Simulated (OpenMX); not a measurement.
# BN under changes of volume

One of the cells (6.078 Å³/atom); the others are scaled copies at fixed shape and fractional positions:

```
N B
1.0
     0.00000    1.82501    1.82501
     1.82501    0.00000    1.82501
     1.82501    1.82501    0.00000
N B
1 1
Direct
  0.25000 0.25000 0.25000
  0.00000 0.00000 0.00000
```

The cell is a database's computed one.

* Program: OpenMX 3.8.5
* Functional: PBE
* Potentials or basis: OpenMX 2013 PBE set, N6.0-s2p2d1, B7.0-s2p2d1, fixed grid of 25 × 25 × 25 points
* k mesh: 13 × 13 × 13
* Occupations: fermi-dirac, width 0.05 eV
* Spin: no spin polarisation

```csv
volume (Å³/atom),energy over the lowest point (meV/atom),gap on the mesh (eV)
5.602,?,?
5.721,11.11,4.73
5.840,1.48,4.71
6.078,0.00,4.68
6.198,7.11,4.66
6.317,18.89,4.64
```

Question: What does the run at 5.602 Å³/atom give?

Answer: Energy over the lowest point 27.42 meV/atom; gap on the mesh 4.74 eV.

Worked out: A Birch-Murnaghan fit of order 3 (a polynomial in V^(-2/3)) to the other rows has its minimum at 5.97 Å³/atom with B0 = V·E''(V) = 371 GPa and B' = 3.6. It gives 27.39 meV/atom at 5.602 Å³/atom, against the run's 27.42. A straight line through the other rows of the gap, of slope -0.885 eV per unit of ln V, extrapolates to 4.75 eV, against the run's 4.74.

Energies are extrapolated to zero smearing.

Caveats: an odd mesh through Γ misses points on the zone boundary, where band edges often lie; the basis of atomic orbitals isn't converged, which shifts pressures, moduli and gaps.
